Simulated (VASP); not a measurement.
# KI in VASP: further runs

The runs below take KI through single point, with r2SCAN, HSE06.

Program: VASP 6.6.1. These are calculated values, not measurements. Logs are shortened: lines on timing, memory, paths and dates and some standing lists are left out, and cuts for length are marked.

**The experiment to reproduce.**

A printed reference work, monograph reports, for a bulk crystal of KI: band gap 6.32 eV.

How close the calculation comes is told below.

**1. The cell of the first run**

Symmetry: I4/mmm, No. 139, tetragonal system. The conventional cell has a = 4.910 Å, b = 4.910 Å, c = 7.125 Å, α = 90.00°, β = 90.00°, γ = 90.00°. K (site symmetry 4/mmm) has 6 I at 3.47 to 3.56 Å within 4.6 Å. Within 4.6 Å of I (site symmetry 4/mmm) lie 6 K at 3.47 to 3.56 Å.

**2. Single point, r2SCAN (epitaxial xy strain -2.0%)**

POSCAR reads:

```
KI
1.0
    0.0000000000      3.4719025307      3.5625650544
    3.4719025307      0.0000000000      3.5625650544
    3.4719025307      3.4719025307      0.0000000000
K I
1 1
Direct
    0.0000000000      0.0000000000      0.0000000000
    0.5000000000      0.5000000000      0.5000000000
```

INCAR.step1 reads:

```
SYSTEM = KI
ALGO = Normal ; EDIFF = 1E-4
ENCUT = 520 ; GGA = PE
ISMEAR = 0 ; LASPH = .True.
LCHARG = .False. ; LREAL = .False.
LWAVE = .True. ; NBANDS = 15
NELM = 100 ; PREC = Accurate
SIGMA = 0.01
```

INCAR.step2 reads:

```
SYSTEM = KI
ALGO = Normal ; EDIFF = 1E-6
ENCUT = 520 ; ISIF = 2
ISMEAR = 0 ; ISTART = 1
LASPH = .True. ; LCHARG = .True.
LELF = .True. ; LMIXTAU = .True.
LREAL = .False. ; LVHAR = .True.
LWAVE = .False. ; METAGGA = R2SCAN
NBANDS = 15 ; NELM = 100
PREC = Accurate ; SIGMA = 0.01
```

KPOINTS reads:

```
k-points
0
Gamma
  6 6 6
  0 0 0
```

Potentials or basis: VASP PAW PBE potentials, release 64 (K_sv, I).

Launch:

```
> cat potpaw_PBE.64/K_sv/POTCAR potpaw_PBE.64/I/POTCAR > POTCAR
> cp INCAR.step1 INCAR
> mpirun -np 1 vasp_std > vasp.out
> cp INCAR.step2 INCAR
> mpirun -np 1 vasp_std > vasp.out
```

OUTCAR:

```text
SYSTEM = KI
   EDIFF = 1E-6
   ENCUT = 520
   ISIF = 2
   ISMEAR = 0
   ISTART = 1
   LASPH = .True.
   LREAL = .False.
   METAGGA = R2SCAN
   NELM = 100
   PREC = Accurate

 ion  position               nearest neighbor table
   1  0.000  0.000  0.000-   2 3.47   2 3.47   2 3.47   2 3.47   2 3.56   2 3.56
   2  0.500  0.500  0.500-   1 3.47   1 3.47   1 3.47   1 3.47   1 3.56   1 3.56

  LATTYP: Found a body centered tetragonal cell.
 ALAT       =     4.9100116462
 C/A-ratio  =     1.4511432197

  Lattice vectors:

 A1 = (  -3.4719025307,   0.0000000000,   3.5625650544)
 A2 = (   3.4719025307,   0.0000000000,   3.5625650544)
 A3 = (   0.0000000000,   3.4719025307,  -3.5625650544)

Analysis of symmetry for initial positions (statically):
=====================================================================
 Subroutine PRICEL returns:
 Original cell was already a primitive cell.

 Routine SETGRP: Setting up the symmetry group for a
 body centered tetragonal supercell.

 Subroutine GETGRP returns: Found 16 space group operations
 (whereof 16 operations were pure point group operations)
 out of a pool of 16 trial point group operations.

The static configuration has the point symmetry D_4h.

Analysis of symmetry for dynamics (positions and initial velocities):
=====================================================================
 Subroutine PRICEL returns:
 Original cell was already a primitive cell.

 Routine SETGRP: Setting up the symmetry group for a
 body centered tetragonal supercell.

 Subroutine GETGRP returns: Found 16 space group operations
 (whereof 16 operations were pure point group operations)
 out of a pool of 16 trial point group operations.

The dynamic configuration has the point symmetry D_4h.

 Subroutine INISYM returns: Found 16 space group operations
 (whereof 16 operations are pure point group operations),
 and found     1 'primitive' translations

----------------------------------------------------------------------------------------

                                     Primitive cell

  volume of cell :      85.8871

  direct lattice vectors                    reciprocal lattice vectors
     0.000000000  3.471902531  3.562565054    -0.144013259  0.144013259  0.140348314
     3.471902531  0.000000000  3.562565054     0.144013259 -0.144013259  0.140348314
     3.471902531  3.471902531  0.000000000     0.144013259  0.144013259 -0.140348314

  length of vectors
     4.974532837  4.974532837  4.910011646     0.247340428  0.247340428  0.247340428

  position of ions in fractional coordinates (direct lattice)
     0.000000000  0.000000000  0.000000000
     0.500000000  0.500000000  0.500000000

  ion indices of the primitive-cell ions
   primitive index   ion index
                 1           1
                 2           2

----------------------------------------------------------------------------------------

 KPOINTS: k-points

Automatic generation of k-mesh.
 Grid dimensions read from file:
 generate k-points for:    6    6    6

 Generating k-lattice:

  Cartesian coordinates                     Fractional coordinates (reciprocal lattice)
    -0.024002210  0.024002210  0.023391386     0.166666667  0.000000000  0.000000000
     0.024002210 -0.024002210  0.023391386     0.000000000  0.166666667  0.000000000
     0.024002210  0.024002210 -0.023391386     0.000000000  0.000000000  0.166666667

  Length of vectors
     0.041223405  0.041223405  0.041223405

  Shift w.r.t. Gamma in fractional coordinates (k-lattice)
     0.000000000  0.000000000  0.000000000

 Subroutine IBZKPT returns following result:
 ===========================================

 Found     30 irreducible k-points:

 Following reciprocal coordinates:
            Coordinates               Weight
  0.000000  0.000000  0.000000      1.000000
  0.166667  0.000000  0.000000      8.000000
  0.333333  0.000000  0.000000      8.000000
  0.500000 -0.000000  0.000000      4.000000
  0.166667  0.166667  0.000000      2.000000
  0.333333  0.166667  0.000000      8.000000
[... 16 lines left out ...]
  0.333333  0.000000  0.333333      4.000000
  0.500000  0.000000  0.333333     16.000000
 [... further k-points ...]
   k-points           NKPTS =     30   k-points in BZ     NKDIM =     30   number of bands    NBANDS=     15
   number of dos      NEDOS =    301   number of ions     NIONS =      2
   total plane-waves  NPLWV =  64000
   dimension x,y,z NGX =    40 NGY =   40 NGZ =   40
   dimension x,y,z NGXF=    80 NGYF=   80 NGZF=   80
   ions per type =               1   1
   NGX,Y,Z   is equivalent  to a cutoff of  13.37, 13.37, 13.54 a.u.
   NGXF,Y,Z  is equivalent  to a cutoff of  26.74, 26.74, 27.09 a.u.
 SYSTEM =  KI
   PREC   = accura    normal or accurate (medium, high low for compatibility)
   ISTART =      1    job   : 0-new  1-cont  2-samecut
   ICHARG =      0    charge: 1-file 2-atom 10-const
   ISPIN  =      1    spin polarized calculation?
   LNONCOLLINEAR =      F non collinear calculations
   LSORBIT =      F    spin-orbit coupling
   LASPH  =      T    aspherical Exc in radial PAW
   ENCUT  =  520.0 eV  38.22 Ry    6.18 a.u.   9.25  9.25  9.13*2*pi/ulx,y,z
   NELM   =    100;   NELMIN=  2; NELMDL=  0     # of ELM steps
   EDIFF  = 0.1E-05   stopping-criterion for ELM
   LREAL  =      F    real-space projection
   EDIFFG = 0.1E-04   stopping-criterion for IOM
   NSW    =      0    number of steps for IOM
   IBRION =     -1    ionic relax: 0-MD 1-quasi-New 2-CG
   NFREE  =      0    steps in history (QN), initial steepest desc. (CG)
   ISIF   =      2    stress and relaxation
   ISYM   =      2    0-nonsym 1-usesym 2-fastsym
   POTIM  = 0.5000    time-step for ionic-motion
   TEBEG  =    0.0;   TEEND  =   0.0 temperature during run
   PSTRESS=    0.0 pullay stress
   NELECT =      16.0000    total number of electrons
   NUPDOWN=      -1.0000    fix difference up-down
   EMIN   =  10.00;   EMAX   =-10.00  energy-range for DOS
   EFERMI =   0.00;   METHOD = LEGACY
   ISMEAR =     0;   SIGMA  =   0.01  broadening in eV -4-tet -1-fermi 0-gaus
   EFERMI_NEDOS =   21; number of points for ismear=-14 and -15
   IALGO  =     38    algorithm
   IMIX   =      4    mixing-type and parameters
     AMIX     =   0.40;   BMIX     =  1.00
     AMIX_MAG =   1.60;   BMIX_MAG =  1.00
  volume/ion in A,a.u.               =      42.94       289.80
  Fermi-wavevector in a.u.,A,eV,Ry     =   0.934987  1.766869 11.894221  0.874201
  Thomas-Fermi vector in A             =   2.061848
   LORBIT       =      0    0 simple, 1 ext, 2 COOP (PROOUT), +10 PAW based schemes
   METAGGA = R2SCAN    functional components
   LHFCALC =     F    Hartree Fock is set to
   AEXX    =    0.0000 exact exchange contribution
   IVDW    =     0    specifies the selected vdW correction
   LEPSILON=     F    determine dielectric tensor
   LRPA    =     F    only Hartree local field effects (RPA)
 non-spin polarized calculation
 Gauss-broadening in eV      SIGMA  =   0.01
  energy-cutoff  :      520.00
  volume of cell :       85.89
 maximum number of plane-waves:      2329
 NGX is ok and might be reduce to    40
   NGX = 19   NGY = 19   NGZ = 19

 number of electron      15.9999999 magnetization

 Free energy of the ion-electron system (eV)
  ---------------------------------------------------
  ext. energy  EPLUGINS =         0.00000000
  ---------------------------------------------------
  free energy    TOTEN  =       -33.97491752 eV

  energy without entropy =      -33.97491752  energy(sigma->0) =      -33.97491752

 E-fermi :  -0.5599     XC(G=0):  -7.6275

 val. band max:       -0.6114496313   @ k =   0.0000   0.0000   0.0000
 cond. band min:       4.0596891162   @ k =   0.0000   0.0000   0.0000
 fundamental gap:      4.6711387476
 Fermi energy:        -0.5598921044

 k-point     1 :       0.0000    0.0000    0.0000
  band No.  band energies     occupation
      1     -30.2284      2.00000
      2     -12.9482      2.00000
      3     -12.9474      2.00000
      4     -12.9474      2.00000
      5     -11.4708      2.00000
      6      -0.6227      2.00000
      7      -0.6114      2.00000
      8      -0.6114      2.00000
      9       4.0597      0.00000
     10       6.3148      0.00000
     11       6.4730      0.00000
     12       6.4730      0.00000
     13       7.2365      0.00000
     14       7.3427      0.00000
     15       9.6912      0.00000

 k-point     2 :       0.1667    0.0000    0.0000
  band No.  band energies     occupation
      1     -30.2278      2.00000
      2     -12.9972      2.00000
      3     -12.9490      2.00000
      4     -12.9474      2.00000
      5     -11.3835      2.00000
      6      -1.0429      2.00000
      7      -0.7166      2.00000
      8      -0.7070      2.00000
      9       4.6835      0.00000
     10       6.3218      0.00000
     11       6.6900      0.00000
     12       6.7823      0.00000
     13       7.5773      0.00000
     14       7.6886      0.00000
     15      10.6632      0.00000

 k-point     3 :       0.3333    0.0000    0.0000
  band No.  band energies     occupation
      1     -30.2266      2.00000
      2     -13.0840      2.00000
      3     -12.9509      2.00000
      4     -12.9475      2.00000
      5     -11.2185      2.00000
      6      -1.7149      2.00000
      7      -0.8970      2.00000
      8      -0.8847      2.00000
      9       5.3220      0.00000
     10       7.0787      0.00000
     11       7.4454      0.00000
     12       7.5534      0.00000
     13       8.4841      0.00000
     14       8.5820      0.00000
     15       9.9923      0.00000
[... 343 lines left out ...]
 k-point    23 :       0.3333    0.0000    0.3333
  band No.  band energies     occupation
      1     -30.2260      2.00000
      2     -13.0212      2.00000
      3     -12.9647      2.00000
      4     -12.9623      2.00000
      5     -11.2813      2.00000
      6      -1.6125      2.00000
      7      -0.9467      2.00000
      8      -0.9267      2.00000
      9       5.0012      0.00000
     10       5.8604      0.00000
     11       7.9571      0.00000
     12       8.2449      0.00000
     13       8.8927      0.00000
     14       8.9802      0.00000
     15      10.3790      0.00000

 k-point    24 :       0.5000    0.0000    0.3333
  band No.  band energies     occupation
      1     -30.2254      2.00000
      2     -13.0206      2.00000
      3     -12.9752      2.00000
      4     -12.9642      2.00000
      5     -11.2576      2.00000
      6      -1.6347      2.00000
      7      -1.1700      2.00000
      8      -1.0085      2.00000
      9       5.1392      0.00000
     10       6.4059      0.00000
     11       7.8367      0.00000
     12       8.3568      0.00000
     13       9.1543      0.00000
     14       9.4743      0.00000
     15      10.1063      0.00000

 [... further k-points ...]

------------------------ aborting loop because EDIFF is reached ----------------------------------------

  FORCE on cell =-STRESS in cart. coord.  units (eV):
  Direction    XX          YY          ZZ          XY          YZ          ZX
  --------------------------------------------------------------------------------------
  -------------------------------------------------------------------------------------
  Total        0.4375096      0.4375096      0.0013450      0.0000000      0.0000000     -0.0000000
  in kB        8.1615061      8.1615061      0.0250898      0.0000000      0.0000000     -0.0000000
  external PRESSURE =       5.4493673 kB  Pullay stress =       0.0000000 kB

 VOLUME and BASIS-vectors are now :
 -----------------------------------------------------------------------------
  energy-cutoff  :      520.00
  volume of cell :       85.89
      direct lattice vectors                 reciprocal lattice vectors
     0.000000000  3.471902531  3.562565054    -0.144013259  0.144013259  0.140348314
     3.471902531  0.000000000  3.562565054     0.144013259 -0.144013259  0.140348314
     3.471902531  3.471902531  0.000000000     0.144013259  0.144013259 -0.140348314

 POSITION                                       TOTAL-FORCE (eV/Angst)
 -----------------------------------------------------------------------------------
      0.00000      0.00000      0.00000         0.000000     -0.000000     -0.000000
      3.47190      3.47190      3.56257        -0.000000      0.000000      0.000000
 -----------------------------------------------------------------------------------
    total drift:                                0.000000     -0.000000     -0.000000

  FREE ENERGIE OF THE ION-ELECTRON SYSTEM (eV)
  ---------------------------------------------------
  free  energy   TOTEN  =       -33.9749175193 eV

  energy  without entropy=      -33.9749175193  energy(sigma->0) =      -33.97491752
```

Wall time 1.9 min (1 thread of AMD EPYC 9R45 (Zen 5), shared host); peak memory 0.23 GiB.

Results:

| Item | Value |
| --- | --- |
| Free energy | -33.9749 eV |
| Pressure | 0.5 GPa |
| Band gap on the k mesh | 4.67 eV |

Stress tensor (GPa, compression positive):
```
0.82 0.00 0.00
0.00 0.82 0.00
0.00 0.00 0.00
```

Levels at points of the mesh, in eV from the valence-band top:
```tsv
k point	band 5	band 6	band 7	band 8	band 9	band 10	band 11	band 12
(0.00, 0.00, 0.00)	-10.86	-0.01	0.00	0.00	4.67	6.93	7.08	7.08
(0.50, 0.00, 0.00)	-10.53	-1.39	-0.37	-0.36	6.05	8.41	8.72	8.92
(0.50, 0.50, 0.00)	-10.70	-1.09	-0.36	-0.36	5.34	6.56	8.81	9.52
(0.50, 0.00, 0.50)	-10.69	-1.05	-0.42	-0.39	5.32	6.56	8.87	9.61
```

Caveat: the cell differs from its parent crystal (epitaxial xy strain -2.0%); the PAW data sets were made with another functional, which shifts forces and pressure a little; spin-orbit coupling is left out, which moves the levels of the heavy elements.

[end of part 1 of 2]
